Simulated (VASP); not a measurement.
# K: intraband terms of a metal's spectrum

K, Im-3m (no. 229), 1 atom in the cell. PBE, independent-particle dielectric function; PAW potentials K_sv (PBE set).

## Input

INCAR.step1:
```
SYSTEM = K
PREC = Accurate
ENCUT = 300
ISMEAR = 1
SIGMA = 0.1
EDIFF = 1E-7
LASPH = .TRUE.
KPAR = 4
LWAVE = .FALSE.
LCHARG = .TRUE.
LMAXMIX = 4
```

INCAR.step2:
```
SYSTEM = K
PREC = Accurate
ENCUT = 300
ISMEAR = 0
SIGMA = 0.3
EDIFF = 1E-6
LASPH = .TRUE.
KPAR = 4
LWAVE = .TRUE.
LCHARG = .FALSE.
LMAXMIX = 4
ICHARG = 11
NBANDS = 18
NEDOS = 3000
OMEGAMAX = 30
CSHIFT = 0.1
```

INCAR.step3, as INCAR.step2 but for:
```
- LWAVE = .TRUE.
+ LWAVE = .FALSE.
+ LOPTICS = .TRUE.
+ ALGO = None
+ NELM = 1
+ ISTART = 1
```

INCAR.step4, as INCAR.step3 but for:
```
+ WPLASMAI = 0.03
```

INCAR.step5 to INCAR.step6 change the same tag again: WPLASMAI = 0.1, 0.3.

INCAR.step7, as INCAR.step6 but for:
```
- WPLASMAI = 0.3
+ RTIME = 5
```

INCAR.step8, as INCAR.step7 but for:
```
- RTIME = 5
+ RTIME = 20
```

INCAR.step9, as INCAR.step8 but for:
```
- RTIME = 20
+ LNABLA = .TRUE.
```

INCAR.step10, as INCAR.step9 but for:
```
- ISMEAR = 0
- LNABLA = .TRUE.
+ ISMEAR = -5
```

KPOINTS.step1:
```
k-points
0
Gamma
  7 7 7
```

KPOINTS.step2:
```
k-points
0
Gamma
  18 18 18
```

POSCAR:
```
K
1.0
   -2.6975585167      2.6975585167      2.6975585167
    2.6975585167     -2.6975585167      2.6975585167
    2.6975585167      2.6975585167     -2.6975585167
K
1
Direct
    0.0000000000      0.0000000000      0.0000000000
```

Commands (each step's output is kept before the next begins):
```
cat potpaw_PBE.64/K_sv/POTCAR > POTCAR
cp INCAR.step1 INCAR
cp KPOINTS.step1 KPOINTS
mpirun -np 4 vasp_std > vasp.out
cp INCAR.step2 INCAR
cp KPOINTS.step2 KPOINTS
mpirun -np 4 vasp_std > vasp.out
cp INCAR.step3 INCAR
mpirun -np 4 vasp_std > vasp.out
cp INCAR.step4 INCAR
mpirun -np 4 vasp_std > vasp.out
cp INCAR.step5 INCAR
mpirun -np 4 vasp_std > vasp.out
cp INCAR.step6 INCAR
mpirun -np 4 vasp_std > vasp.out
cp INCAR.step7 INCAR
mpirun -np 4 vasp_std > vasp.out
cp INCAR.step8 INCAR
mpirun -np 4 vasp_std > vasp.out
cp INCAR.step9 INCAR
mpirun -np 4 vasp_std > vasp.out
cp INCAR.step10 INCAR
mpirun -np 4 vasp_std > vasp.out
```

## Result

- Bands: 18

One ground state, settings moved in the last step alone:

| Settings | Plasma frequency (eV) | Im ε at 0.5 eV | Im ε at 1 eV | Im ε at 2 eV | Im ε at 4 eV | Time (s) |
|---|---|---|---|---|---|---|
| interband part alone | 4.04 | 0.3 | 0.1 | 0.1 | 0.1 | 10 |
| Drude term, WPLASMAI 0.03 | 4.04 | 4.2 | 0.6 | 0.2 | 0.1 | 13 |
| Drude term, WPLASMAI 0.1 | 4.04 | 12.9 | 1.7 | 0.3 | 0.1 | 12 |
| Drude term, WPLASMAI 0.3 | 4.04 | 29.2 | 4.6 | 0.7 | 0.1 | 11 |
| relaxation time RTIME 5 fs | 4.04 | 16.4 | 2.2 | 0.4 | 0.1 | 10 |
| relaxation time RTIME 20 fs | 4.04 | 4.6 | 0.7 | 0.2 | 0.1 | 10 |
| transversal form (LNABLA) | 4.03 | 0.3 | 0.1 | 0.1 | 0.1 | 10 |
| tetrahedron method | – | – | – | – | – | no result |

VASP 6.6.1 took 123 s on 4 cores (AMD EPYC 7R43 (Zen 3)), a shared host.
